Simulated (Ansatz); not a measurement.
**SiC: vibrational free energy, entropy and heat capacity**

Computed with DFT PBE, scalar-relativistic, plane waves, PAW (Ansatz). Cutoff 420 eV, 12×12×12 k-points (Γ-centred), fixed occupations. No spin polarisation. Phonons by linear response, acoustic sum rule imposed.

The cell, relaxed at this level:
```yaml
crystal:
  lattice:
    - [0.00000, 2.18986, 2.18986]
    - [2.18986, 0.00000, 2.18986]
    - [2.18986, 2.18986, 0.00000]
  atoms:
    - { symbol: Si, position: [0.50000, 0.50000, 0.50000] }
    - { symbol: C, position: [0.25000, 0.25000, 0.25000] }
```

The cell has the zinc blende type, in a space group that the Crystallography Open Database lists for this formula; it was reached from a generator's guess.

Force constants from linear response on a 4×4×4 q mesh, interpolated to a fine mesh.

Problem. How much zero-point energy does an atom carry?

Solution. 108.1 meV.

Problem. How large are the vibrational entropy and heat capacity at 300 K?

Solution. S = 1.05 k_B and C_V = 1.66 k_B per atom, 55 % of the Dulong–Petit value.

Problem. Tabulate them against temperature.

Solution.
```tsv
T (K)	F_vib (meV/atom)	S (k_B/atom)	C_V (k_B/atom)
100	107.9	0.09	0.28
200	105.5	0.51	1.02
300	98.8	1.05	1.66
400	87.4	1.59	2.08
500	71.5	2.09	2.35
600	51.5	2.53	2.52
700	28.0	2.93	2.63
800	1.2	3.29	2.71
900	-28.6	3.61	2.77
1000	-60.9	3.90	2.81
```
